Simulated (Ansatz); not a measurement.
## CuO: course of a relaxation

The calculation used Ansatz 0.2.0, DFT PBE+U, scalar-relativistic, plane waves, PAW. Settings: 420 eV cutoff, 8×8×8 k-mesh, Gaussian smearing of 0.10 eV, no spin polarisation, U_eff Cu 4.0 eV on d shells.

What was changed: biaxial strain in the a-b plane, c and atoms relaxed: -4.5 %.

Command:

```bash
ansatz run input.yaml --threads 1 --pin off --max-ram 2560MiB --backend cpu --events-out ev --progress --plain --runs-dir out
```

Input:

```yaml
crystal:
  lattice:
    - [4.010534264, 0.0, 0.0]
    - [0.0, 3.9943461785, 0.0]
    - [-0.0062525371, 0.0, 5.3131380889]
  atoms:
    - { symbol: Cu, position: [0.25, 0.75, 0.5] }
    - { symbol: Cu, position: [0.25, 0.25, 0.0] }
    - { symbol: Cu, position: [0.75, 0.25, 0.5] }
    - { symbol: Cu, position: [0.75, 0.75, 0.0] }
    - { symbol: O, position: [0.5, 0.9999348791, 0.25] }
    - { symbol: O, position: [0.5, 6.51209e-05, 0.75] }
    - { symbol: O, position: [0.0, 0.4999348791, 0.25] }
    - { symbol: O, position: [0.0, 0.5000651209, 0.75] }
basis:
  ecutwfc: 420
kpoints:
  mp_grid: { grid: [8, 8, 8] }
hamiltonian:
  xc: pbe
  hubbard: { sites: [{ species: Cu, l: d, u_eff: 4.0 }] }
scf:
  occupations: { method: gaussian, width: 0.1 }
output:
  forces: true
  stress: true
  eigenvalues: true
relax:
  adjacent_minimum: "off"
  f_tol: 0.008
  max_steps: 40
  cell: { stress_tol: 0.015, fix: [a, b, gamma] }
```

F is the free energy. Steps run on the plane waves of an earlier cell, but the last one, and at times one on the way, on a freshly chosen basis, so a repeated geometry can differ a little in energy. The held parts of the cell keep their stress, so P needn't end at zero.

Steps:

| step | F − F(1) (eV) | largest force component (eV/Å) | V (Å³/atom) | P (GPa) |
| --- | --- | --- | --- | --- |
| 1 | 0.0000 | 0.007 | 10.639 | 7.33 |
| 2 | -0.0033 | 0.005 | 10.679 | 6.46 |
| 3 | -0.0036 | 0.002 | 10.724 | 5.50 |
| 4 | -0.0036 | 0.000 | 10.725 | 5.49 |
| 5 | -0.0067 | 0.000 | 10.725 | 5.54 |
| 6 | -0.0067 | 0.000 | 10.727 | 5.49 |
| 7 | -0.0067 | 0.000 | 10.727 | 5.49 |

Relaxed structure:

```yaml
crystal:
  lattice:
    - [4.01053, 0.00000, 0.00186]
    - [0.00000, 3.99435, 0.00000]
    - [-0.00379, 0.00000, 5.35716]
  atoms:
    - { symbol: Cu, position: [0.25000, 0.75000, 0.50000] }
    - { symbol: Cu, position: [0.25000, 0.25000, 0.00000] }
    - { symbol: Cu, position: [0.75000, 0.25000, 0.50000] }
    - { symbol: Cu, position: [0.75000, 0.75000, 0.00000] }
    - { symbol: O, position: [0.50000, 0.99992, 0.25000] }
    - { symbol: O, position: [0.50000, 0.00008, 0.75000] }
    - { symbol: O, position: [0.00000, 0.49992, 0.25000] }
    - { symbol: O, position: [0.00000, 0.50008, 0.75000] }
```

It takes space group Cccm (No. 66, orthorhombic). Conventional cell: a = 3.994 Å, b = 4.011 Å, c = 5.357 Å, α = 90.00°, β = 90.00°, γ = 90.00°. Around Cu (site symmetry 2/m) lie 4 O at 1.95 Å. Around O (site symmetry 222) lie 4 Cu at 1.95 Å.

The run converged. Time: 3.3 min on 1 thread of Intel(R) Xeon(R) 6975P-C (Granite Rapids), with other jobs on the host, peak memory 1.4 GiB.